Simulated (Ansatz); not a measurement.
# Al2O3 (P-3m1) in Ansatz: further runs

One crystal, Al2O3, is run at these levels: HSE06, PBE0; tasks: band structure.

All numbers are computed with Ansatz 0.2.0; they aren't measurements. Logs are shortened: lines on timing, memory, paths and dates and some standing lists are left out, and cuts for length are marked.

## 1. The structure

The structure is trigonal, space group P-3m1 (No. 164). The conventional cell has a = 3.017 Å, b = 3.017 Å, c = 7.575 Å, α = 90.00°, β = 90.00°, γ = 120.00°. Al (site symmetry 3m) is surrounded by 4 O at 1.68 to 1.84 Å. O (site symmetry -3m) has 2 Al at 1.68 Å as nearest neighbours. Around O (site symmetry 3m) lie 3 Al at 1.84 Å.

Measurements of this composition are mostly on another form, of space group No. 167.

## 2. Band structure, HSE06

Input file input:

```
crystal:
  lattice:
    - [3.017482544, 0.0, 0.0]
    - [-1.508741272, 2.6132165386, 0.0]
    - [0.0, 0.0, 7.5746360022]
  atoms:
    - { symbol: Al, position: [0.0, 0.0, 0.722049] }
    - { symbol: Al, position: [0.0, 0.0, 0.277951] }
    - { symbol: O, position: [0.0, 0.0, 0.5] }
    - { symbol: O, position: [0.6666666667, 0.3333333333, 0.800546] }
    - { symbol: O, position: [0.3333333333, 0.6666666667, 0.199454] }
hamiltonian:
  xc: hse06
  pseudopotentials: { kind: paw }
kpoints:
  mp_grid: { grid: [8, 8, 4] }
  band_path:
    path:
      - [[0.0, 0.0, 0.0], [0.5, 0.0, 0.0], [0.3333333333, 0.3333333333, 0.0], [0.0, 0.0, 0.0], [0.0, 0.0, 0.5], [0.5, 0.0, 0.5], [0.3333333333, 0.3333333333, 0.5], [0.0, 0.0, 0.5]]
      - [[0.5, 0.0, 0.5], [0.5, 0.0, 0.0]]
      - [[0.3333333333, 0.3333333333, 0.0], [0.3333333333, 0.3333333333, 0.5]]
    npoints: 4
scf:
  occupations: { method: fermi_dirac, width: 0.05 }
  n_extra_bands: 12
output:
  forces: true
  stress: true
  eigenvalues: true
  fatbands: false
  write_density: true
  write_potential: true
  elf: true
  volumetric_format: npy
```

Potentials or basis: Ansatz PAW.

Standard output:

```text
Warning: output.stress: scf.convergence.dr2_threshold = 1e-7 eV (the SCF's general default) is looser than the 5e-10 eV advised for a printed stress (1e-10 eV for each atom of the cell: 5). What an SCF threshold leaves in a stress goes as its square root, and in the free energy as the threshold itself, and one threshold admits the most on a small cell: of the crystals measured, under no hybrid functional and no lock of the moments, on runs that ended without the residual-converged pass, on stresses that held no estimate of that error, the worst erred by over 100 MPa in a component at 1e-7 eV an atom and by under 5 at 1e-10. Set scf.convergence.dr2_threshold to 5e-10 eV or tighter. The threshold is an SCF's pass mark: one that does not reach it within its budget of iterations ends unconverged, or closes short of it on a stop that the run arms, and scf.convergence.dr2_threshold's page says what that costs each kind of run
Warning: output.stress: scf.exx.energy_threshold = 1e-6 eV is looser than the 5e-8 eV advised for a stress under a hybrid functional (1e-8 eV for each atom of the cell: 5). Every SCF of the exchange loop can meet its threshold on dr2 while the loop round them stops early: no threshold on dr2 bounds what that leaves in the stress. Set scf.exx.energy_threshold to 5e-8 eV or tighter. The threshold is the loop's pass mark: a loop that does not reach it within its budget of cycles ends unconverged, and scf.exx.energy_threshold's page has the law
scf.n_extra_bands = 12 over 12 filled bands (N_el = 24.0): the run solves 24 bands
GPUs: using 1 of 1 available (devices: 1).
Engine: ansatz 0.2.0, x86_64-unknown-linux-gnu
Pseudopotentials: kind: paw
Pseudopotential: Al, paw, valence charge 3, recommended cutoff 420 eV (normal), Al.paw.azcp
Pseudopotential: O, paw, valence charge 6, recommended cutoff 420 eV (normal), O.paw.azcp
Functional definition: HSE06
  parameter a = 0.25
  parameter omega = 0.11/bohr
  exchange = pbe_x - a*pbe_x_sr(omega) + a*exact_x_sr(omega)
  correlation = pbe_c
device memory: the entry about to start is reckoned to put 1.2 GiB on a device that reports 46.2 GiB free (of which the cap on the GPU budget leaves the run 18.0 GiB)
GPU FFT provider: cuFFT
GPU libraries: cuBLAS 13.8.2, cuFFT 12.4.0, cuSOLVER 12.3.4
Crystal: 5 atoms, lattice volume = 59.729 Å³
Basis set: ecut = 420 eV, 1165 PW (Γ), exchange–correlation on 48×48×108 points (8 copies of the dense FFT grid, shifted against one another)
Bands: 24, of which v1, the nominal top of the filled ones, is band 12 counted from 1 (11 counted from 0)
Symmetry: 12 space group operations
Space group: P-3m1 (ITA 164), of the structure as read, at distance tolerance 3.9e-5 Å
k-points: 35 of 256
Non-local potential: Al, projectors of the file, l = 0: 2, l = 1: 2, l = 2: 1
Non-local potential: O, projectors of the file, l = 0: 2, l = 1: 2, l = 2: 1
PAW form: soft (Blöchl's): semilocal exchange-correlation on the pseudo side does not see the compensation charge
PAW frozen core: Al, regenerated for the run's functional, and the local potential with it (the file was generated under x = pbe(κ = 0.804, μ = 0.2195149727645171), c = pbe(β = 0.06672455060314922))
PAW frozen core: O, regenerated for the run's functional, and the local potential with it (the file was generated under x = pbe(κ = 0.804, μ = 0.2195149727645171), c = pbe(β = 0.06672455060314922))
PAW one-centre angular grid: Al, 110 points (default); XC on 64 Gauss nodes
PAW one-centre angular grid: O, 110 points (default); XC on 96 Gauss nodes
Initial density: superposition of atomic densities (neutral atoms: chi_scale 0, normalization atom), corrected by the library's trained network
Initial wavefunctions: pseudopotential atomic-orbital guess
GPU buffer pool allocated for 31104 grid points (all kernels)
GPU transforms: local potential and band sums: pruned to the plane-wave sphere, on 24×24×54
Functional: x = pbe(κ = 0.804, μ = 0.2195149727645171), c = pbe(β = 0.06672455060314922), warm-up for x = pbe(κ = 0.804, μ = 0.2195149727645171) + 0.25 (exact − pbe) at short range (hse, ω = 0.20786987370883472 Å⁻¹), c = pbe(β = 0.06672455060314922); HSE06 as pw.x's `hse` composes it (authors' and Libxc's form: `xc: wpbeh`)
SCF iter   1: F=—  HF=-2783.598063 eV  |F-HF|=—  |Δ(HF+E_count)|=         —  Δρ=1.87e-3  dr2=4.17e-3  ethr=1.77e-3  ⟨swp⟩=10.3  Hψ=4415  notcnv=0
preconditioner: auto → none  [insulator: Δε(μ)=2.392 eV  Ē_g=18.400 eV  σ=0.050 eV  W_gap=1.00  n_scr=4 (ndim 8)  ℏωp=23.5 eV  f_vac=0.037  D(μ)=0.00/eV (n_scr^D=0)]
SCF iter   2: F=—  HF=-2783.598097 eV  |F-HF|=—  |Δ(HF+E_count)|=   3.48e-5  Δρ=1.79e-3  dr2=1.36e-3  ethr=1.74e-5  ⟨swp⟩=5.1  Hψ=2391  notcnv=0  defer=9
SCF iter   3: F=-2783.598100 eV  HF=-2783.598044 eV  |F-HF|=5.58e-5  |Δ(HF+E_count)|=   5.31e-5  Δρ=6.74e-4  dr2=1.92e-4  ethr=5.68e-6  ⟨swp⟩=2.5  Hψ=1315  notcnv=0
SCF 1 stopped early in 3 iterations: F = -2783.598100 eV  dr2 = 1.92e-4
device memory: the entry about to start is reckoned to put 1.8 GiB (of the 1.8 GiB reckoned in all, the device holds 0.1 GiB already) on a device that reports 46.1 GiB free (of which the cap on the GPU budget leaves the run 17.9 GiB)
GPU FFT provider: cuFFT
GPU libraries: cuBLAS 13.8.2, cuFFT 12.4.0, cuSOLVER 12.3.4
Initial density: handed on by an earlier stage of this run
Initial wavefunctions: those handed on with the density
GPU buffer pool allocated for 31104 grid points (all kernels)
GPU transforms: local potential and band sums: pruned to the plane-wave sphere, on 24×24×54
Functional: x = pbe(κ = 0.804, μ = 0.2195149727645171) + 0.25 (exact − pbe) at short range (hse, ω = 0.20786987370883472 Å⁻¹), c = pbe(β = 0.06672455060314922); HSE06 as pw.x's `hse` composes it (authors' and Libxc's form: `xc: wpbeh`)
Exchange kernel: α = 0.2500, screened, ω = 0.2079 Å⁻¹, Wigner–Seitz truncation, v(0) = 1046.7915 eV·Å³, q-mesh 8×8×4, nearest image of the exchange supercell L = 24.14 Å, pair-density grid 15×15×36, without the augmentation charges, whose exchange is taken in its separable form by FFT convolution over the k-point mesh (sized by the pseudopotential files, 18×18×54 at the most), smooth part of the exact exchange by density-matrix convolution in up to 3.43 GiB of GPU memory as planned if the GPU has room (build and FFT work areas not counted)
Frozen-core exchange: fock
SCF iter   1: F=—  HF=-2784.070142 eV  |F-HF|=—  |Δ(HF+E_count)|=         —  Δρ=6.78e-3  dr2=2.41e-2  ethr=8.02e-6  ⟨swp⟩=7.6  Hψ=3899  notcnv=0
preconditioner: auto → none  [insulator: Δε(μ)=4.036 eV  Ē_g=20.912 eV  σ=0.050 eV  W_gap=1.00  n_scr=4 (ndim 8)  ℏωp=23.5 eV  f_vac=0.041  D(μ)=0.00/eV (n_scr^D=0)]
SCF iter   2: F=—  HF=-2784.062700 eV  |F-HF|=—  |Δ(HF+E_count)|=   7.44e-3  Δρ=4.19e-3  dr2=4.84e-3  ethr=8.02e-6  ⟨swp⟩=4.1  Hψ=2581  notcnv=0
SCF iter   3: F=—  HF=-2784.070394 eV  |F-HF|=—  |Δ(HF+E_count)|=   7.69e-3  Δρ=1.87e-3  dr2=1.86e-3  ethr=8.02e-6  ⟨swp⟩=3.7  Hψ=1401  notcnv=0  defer=3
iter 4 solved again at ethr=3.22e-7 eV; its pass at ethr=7.41e-6 eV (dr2=7.72e-5 eV) is discarded
SCF iter   4: F=—  HF=-2784.069844 eV  |F-HF|=—  |Δ(HF+E_count)|=   5.50e-4  Δρ=3.64e-4  dr2=1.10e-4  ethr=3.22e-7  ⟨swp⟩=3.0  Hψ=2720  notcnv=0
SCF iter   5: F=—  HF=-2784.069984 eV  |F-HF|=—  |Δ(HF+E_count)|=   1.39e-4  Δρ=2.97e-4  dr2=4.92e-5  ethr=3.12e-7  ⟨swp⟩=2.1  Hψ=1266  notcnv=0
SCF iter   6: F=-2784.069972 eV  HF=-2784.069972 eV  |F-HF|=8.80e-8  |Δ(HF+E_count)|=   1.16e-5  Δρ=5.49e-5  dr2=1.12e-6  ethr=1.81e-7  ⟨swp⟩=3.1  Hψ=1529  notcnv=0  defer=2
SCF 2 stopped early in 6 iterations: F = -2784.069972 eV  dr2 = 1.12e-6
  Residual-converged pass: ⟨swp⟩=4.0  Hψ=1973  notcnv=0  max |occ|·‖R‖ = 5.7e-6 eV (tolerance 6.7e-6 eV)  dr2=1.27e-6  dr2_onsite=1.75e-7  max |Δocc| = 1.7e-21
hybrid outer 1: dexx = +9.250e-3 eV, tail = 1.36e-5 eV
GPU FFT provider: cuFFT
GPU libraries: cuBLAS 13.8.2, cuFFT 12.4.0, cuSOLVER 12.3.4
GPU buffer pool allocated for 31104 grid points (all kernels)
GPU transforms: local potential and band sums: pruned to the plane-wave sphere, on 24×24×54
Exchange kernel: α = 0.2500, screened, ω = 0.2079 Å⁻¹, Wigner–Seitz truncation, v(0) = 1046.7915 eV·Å³, q-mesh 8×8×4, nearest image of the exchange supercell L = 24.14 Å, pair-density grid 15×15×36, without the augmentation charges, whose exchange is taken in its separable form by FFT convolution over the k-point mesh (sized by the pseudopotential files, 18×18×54 at the most), smooth part of the exact exchange by density-matrix convolution in up to 3.43 GiB of GPU memory as planned if the GPU has room (build and FFT work areas not counted)
Frozen-core exchange: fock
SCF iter   1: F=—  HF=-2784.070009 eV  |F-HF|=—  |Δ(HF+E_count)|=         —  Δρ=4.80e-5  dr2=1.15e-6  ethr=2.84e-7  ⟨swp⟩=6.2  Hψ=2545  notcnv=0
preconditioner: auto → none  [insulator: Δε(μ)=3.931 eV  Ē_g=20.876 eV  σ=0.050 eV  W_gap=1.00  n_scr=4 (ndim 8)  ℏωp=23.5 eV  f_vac=0.055  D(μ)=0.00/eV (n_scr^D=0)]
SCF iter   2: F=—  HF=-2784.070008 eV  |F-HF|=—  |Δ(HF+E_count)|=   8.27e-8  Δρ=1.49e-5  dr2=1.09e-7  ethr=4.44e-9  ⟨swp⟩=3.0  Hψ=1599  notcnv=0
SCF iter   3: F=—  HF=-2784.070009 eV  |F-HF|=—  |Δ(HF+E_count)|=   8.25e-8  Δρ=7.10e-6  dr2=1.47e-8  ethr=4.14e-10  ⟨swp⟩=4.5  Hψ=1608  notcnv=0  defer=16
SCF iter   4: F=—  HF=-2784.070009 eV  |F-HF|=—  |Δ(HF+E_count)|=   3.54e-9  Δρ=2.61e-6  dr2=2.03e-9  ethr=5.49e-11  ⟨swp⟩=4.6  Hψ=1992  notcnv=0  defer=8
SCF iter   5: F=-2784.070009 eV  HF=-2784.070009 eV  |F-HF|=2.21e-9  |Δ(HF+E_count)|=   7.77e-9  Δρ=2.17e-6  dr2=2.51e-9  ethr=4.62e-12  ⟨swp⟩=5.1  Hψ=2038  notcnv=0  defer=10
SCF 3 converged in 5 iterations: F = -2784.070009 eV  dr2 = 2.51e-9
  Residual-converged pass: ⟨swp⟩=2.9  Hψ=1354  notcnv=0  max |occ|·‖R‖ = 7.0e-7 eV (tolerance 7.0e-7 eV)  dr2=2.53e-9  dr2_onsite=1.36e-10  max |Δocc| = 1.8e-27
hybrid outer 2: dexx = +1.094e-7 eV, tail = 7.70e-9 eV, Δε = 1.46e-3 eV (about 4.39e-5 eV left of the loop's levels), ΔF = 3.05e-3 eV/Å (tail 2.62e-4)
device memory: the entry about to start is reckoned to put 0.5 GiB on a device that reports 53.4 GiB free (of which the cap on the GPU budget leaves the run 18.0 GiB)
NSCF: frozen V_eff on 39 k-points, pencils in batches of 32, up to order 108
hybrid SCF converged: 2 outer / 11 inner (+3 warm-up), last move |dexx| = 1.09e-7 eV, tail = 7.70e-9 eV
Stability not checked: this state was not tested for a lower state beside it, because the functional holds exact exchange (a hybrid, or Hartree-Fock), whose exchange loop this test does not read (fock_operator; see scf.lower_state_search)
Free energy (F): -2784.070009 eV
Frozen-core exchange: fock
Harris-Foulkes:  -2784.070009 eV  (|F-HF|=2.21e-9)
Internal energy: -2784.070009 eV  (E = F + TS)
E sigma→0 (E₀):  -2784.070009 eV
Fermi energy:    5.827261 eV
--- Per-component energies (eV) ---
  E_band       = -99.277496
  E_kinetic    = 585.499229
  E_local      = -1329.852138  (includes V_loc(G=0)·N_el)
  E_nonlocal   = 159.532349
  E_hartree    = 495.074938
  E_xc         = -244.418702
  E_vxc        = -274.623899  (∫ρ·V_xc dr)
  E_exx        = -67.178837  (= α·E_x^exact, valence–valence)
  E_paw        = -1403.341012  (= ΣΔE_a)
  E_vpaw       = -95.632442  (= ΣTr[D̂ρ^β])
  E_aug_tail   = 0.007423  (compensation charges beyond the density's cutoff)
  E_ewald      = -979.223582
  E_core_change = -0.169676  (= ΣΔE_core)
  E_smearing   = -0.000000  (= −TS)
  E_closure    = 0.000000  (closes the sum)
  Σ components = -2784.070009   (vs F -2784.070009, Δ=0.00e0)
--- Forces (eV/Å), atoms counted from 1 ---
  atom   1  Al     0.00000000     0.00000000    -0.29459282
  atom   2  Al     0.00000000    -0.00000000     0.29459282
  atom   3  O      0.00000000     0.00000000     0.00000000
  atom   4  O     -0.00000000    -0.00000000    -0.43082657
  atom   5  O      0.00000000     0.00000000     0.43082657
  max |Σ_I F_I| component: 5.55e-17 eV/Å
--- Stress (GPa, compression-positive) ---
       -5.199876      -0.000000      -0.000000
       -0.000000      -5.199876      -0.000000
       -0.000000       0.000000      -6.461720
  P = ⅓ Tr σ = -5.6205 GPa (-56.205 kbar)
--- Band table (eV; the first three rows and the last of 35) ---
  k-point 0: bands = ["-17.4179", "-17.2171", "-14.5519", "-2.3706", "-0.9761", "-0.0514", "-0.0514", "-0.0364", "-0.0364", "1.3079", "3.7965", "3.7965", "7.7293", "9.8520", "12.9451", "16.2072", "16.3640", "17.8857", "17.8857", "18.2463", "18.2463", "22.1669", "22.8860", "22.8860"]
  k-point 1: bands = ["-17.3907", "-17.2479", "-14.5466", "-2.5175", "-0.6109", "-0.0553", "-0.0553", "-0.0321", "-0.0321", "1.0258", "3.7963", "3.7963", "8.0339", "9.5064", "13.2592", "15.1524", "17.5174", "17.8100", "17.8100", "18.3500", "18.3500", "21.4473", "22.8822", "22.8822"]
  k-point 2: bands = ["-17.3324", "-17.3098", "-14.5414", "-2.6322", "-0.1081", "-0.0584", "-0.0584", "-0.0291", "-0.0291", "0.5760", "3.7961", "3.7961", "8.6737", "8.8362", "13.7654", "14.4253", "17.7557", "17.7557", "18.2864", "18.4330", "18.4330", "20.6776", "22.8646", "22.8646"]
  k-point 34: bands = ["-16.3459", "-16.3337", "-14.0573", "-3.3059", "-2.8722", "-2.2299", "-1.9646", "-0.1944", "0.1952", "0.1954", "2.1080", "2.4654", "11.9453", "12.3829", "13.4483", "15.3670", "16.3667", "16.7088", "17.2713", "17.5259", "17.7315", "18.2665", "21.5120", "22.0089"]
```

Wall time 1.7 min (1 × NVIDIA H100 80GB HBM3 with 2 threads of AMD EPYC 7R13 (Zen 3), shared host); peak memory 2.7 GiB.

Results:

```
Free energy             : -2784.0700 eV
Pressure                : -5.6 GPa
Largest force           : 0.431 eV/Å
Band gap on the k mesh  : 3.93 eV, direct
Band gap along the path : 3.93 eV, direct
```

Forces in eV/Å, atoms in the order of the input:
```
Al   0.000  0.000 -0.295
Al   0.000  0.000  0.295
O    0.000  0.000  0.000
O    0.000  0.000 -0.431
O    0.000  0.000  0.431
```

Levels at the corners of the path, in eV from the valence-band top:
```csv
point,band 10,band 11,band 12,band 13,band 14,band 15
Γ,-2.49,0.00,0.00,3.93,6.06,9.15
M,-3.36,-1.87,-0.52,6.28,7.99,10.12
K,-3.69,-1.49,-1.49,8.56,8.56,9.49
Γ,-2.49,0.00,0.00,3.93,6.06,9.15
A,-3.22,0.00,0.00,4.88,5.04,9.97
L,-3.60,-1.80,-0.52,6.77,7.32,9.96
H,-3.69,-1.57,-1.57,8.57,8.57,9.52
A,-3.22,0.00,0.00,4.88,5.04,9.97
L,-3.60,-1.80,-0.52,6.77,7.32,9.96
M,-3.36,-1.87,-0.52,6.28,7.99,10.12
K,-3.69,-1.49,-1.49,8.56,8.56,9.49
H,-3.69,-1.57,-1.57,8.57,8.57,9.52
```

Caveat: the pressure holds a Pulay correction of +0.4 GPa for the finite cutoff; the PAW data sets come from PBE, with cores solved anew for the run's functional, which leaves a small shift of forces and pressure; the thresholds are loose for stress.

## 3. Band structure, PBE0

input, as its differences from that of step 2:

```diff
@@ -12,3 +12,3 @@
 hamiltonian:
-  xc: hse06
+  xc: pbe0
   pseudopotentials: { kind: paw }
@@ -30,5 +30 @@
   fatbands: false
-  write_density: true
-  write_potential: true
-  elf: true
-  volumetric_format: npy
```

Potentials or basis: Ansatz PAW.

Run time: 60 s. Hardware: 1 × NVIDIA H100 80GB HBM3 with 2 threads of AMD EPYC 7R13 (Zen 3), shared host; peak memory 2.7 GiB.

The run converged. Its results:

```
Free energy             : -2784.6751 eV
Pressure                : -5.7 GPa
Largest force           : 0.437 eV/Å
Band gap on the k mesh  : 4.68 eV, direct
Band gap along the path : 4.68 eV, direct
```

Forces on the atoms (eV/Å):
```
Al   0.000  0.000 -0.296
Al   0.000  0.000  0.296
O    0.000  0.000  0.000
O    0.000  0.000 -0.437
O    0.000  0.000  0.437
```

Stress tensor (GPa, compression positive):
```
-5.27  0.00  0.00
 0.00 -5.27  0.00
 0.00  0.00 -6.58
```

Levels at the corners of the path, in eV from the valence-band top:
```tsv
point	band 9	band 10	band 11	band 12	band 13	band 14	band 15	band 16
Γ	-3.83	-2.49	0.00	0.00	4.68	6.82	9.92	13.18
M	-3.73	-3.37	-1.89	-0.52	7.04	8.77	10.89	11.58
K	-3.77	-3.70	-1.51	-1.51	9.33	9.33	10.26	12.87
Γ	-3.83	-2.49	0.00	0.00	4.68	6.82	9.92	13.18
A	-3.82	-3.23	0.00	0.00	5.64	5.79	10.73	11.41
L	-3.63	-3.61	-1.81	-0.52	7.54	8.09	10.73	11.34
H	-3.70	-3.70	-1.58	-1.58	9.35	9.35	10.29	12.99
A	-3.82	-3.23	0.00	0.00	5.64	5.79	10.73	11.41
L	-3.63	-3.61	-1.81	-0.52	7.54	8.09	10.73	11.34
M	-3.73	-3.37	-1.89	-0.52	7.04	8.77	10.89	11.58
K	-3.77	-3.70	-1.51	-1.51	9.33	9.33	10.26	12.87
H	-3.70	-3.70	-1.58	-1.58	9.35	9.35	10.29	12.99
```

Caveat: the pressure holds a Pulay correction of +0.4 GPa for the finite cutoff; the PAW data sets come from PBE, with cores solved anew for the run's functional, which leaves a small shift of forces and pressure; the thresholds are loose for stress.
